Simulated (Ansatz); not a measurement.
**InAs: relaxation of cell and atoms with LDA**

InAs:

```
In As
1.0
     0.00000    3.01800    3.01800
     3.01800    0.00000    3.01800
     3.01800    3.01800    0.00000
In As
1 1
Direct
  0.00000 0.00000 0.00000
  0.75000 0.75000 0.75000
```

```yaml
Program: Ansatz 0.2.0
Task: relaxation of cell and atoms
Functional: LDA
Potentials_or_basis: Ansatz PAW
Cutoff: "420 eV (not typed: the program's choice for these potentials)"
k_mesh: 8 × 8 × 8
Occupations: fermi-dirac, width 0.05 eV
Spin: no spin polarisation
```

```yaml
Relaxed_volume: 27.36 Å³/atom
Relaxed_cell: a = 4.261 Å, b = 4.261 Å, c = 4.261 Å, α = 60.00°, β = 60.00°, γ = 60.00°
Space_group_after_relaxing_to_0.05_Å: F-43m (No. 216)
Energy_gained_by_relaxing: 0.1 meV/atom
Ionic_steps: 4
Pressure_after_relaxing: 0.0 GPa
Band_gap_on_the_k_mesh: none (metal or under the smearing width)
```

The path:
```tsv
step	energy change (eV)	largest force (eV/Å)	volume (Å³)
1	0.0000	0.0000	54.98
2	-0.0003	0.0000	54.63
3	-0.0003	0.0000	54.72
4	-0.0002	0.0000	54.72
```

Final structure:
```xyz
2
Lattice="0.0000 3.0132 3.0132 3.0132 0.0000 3.0132 3.0132 3.0132 0.0000" Properties=species:S:1:pos:R:3 pbc="T T T"
In    0.0000    0.0000    0.0000
As    4.5199    4.5199    4.5199
```

Levels at points of the mesh, in eV from the Fermi level:
```tsv
k point	band 10	band 11	band 12	band 13	band 14	band 15	band 16	band 17	band 18
(0.00, 0.00, 0.00)	-14.27	-12.05	-0.44	-0.05	-0.05	-0.05	3.79	3.79	3.79
(0.00, 0.00, -0.50)	-14.27	-10.54	-5.94	-1.06	-1.06	0.76	4.58	4.58	6.66
(0.00, -0.50, -0.50)	-14.25	-9.99	-6.01	-2.42	-2.42	1.36	1.91	9.01	9.16
```

Run time: 10 s on 2 threads of Intel(R) Xeon(R) Processor @ 2.70GHz, on a shared host, peak memory 0.39 GiB.

Caveat: the plane-wave basis is chosen anew once the cell has moved, so the energies of steps on either side of that aren't comparable; the PAW data sets come from PBE, with cores solved anew for the run's functional, which leaves a small shift of forces and pressure; this crystal is a semiconductor, whose small gap the functional closes, so the metal is an error of the method. Zero-point motion and thermal expansion aren't in these numbers.
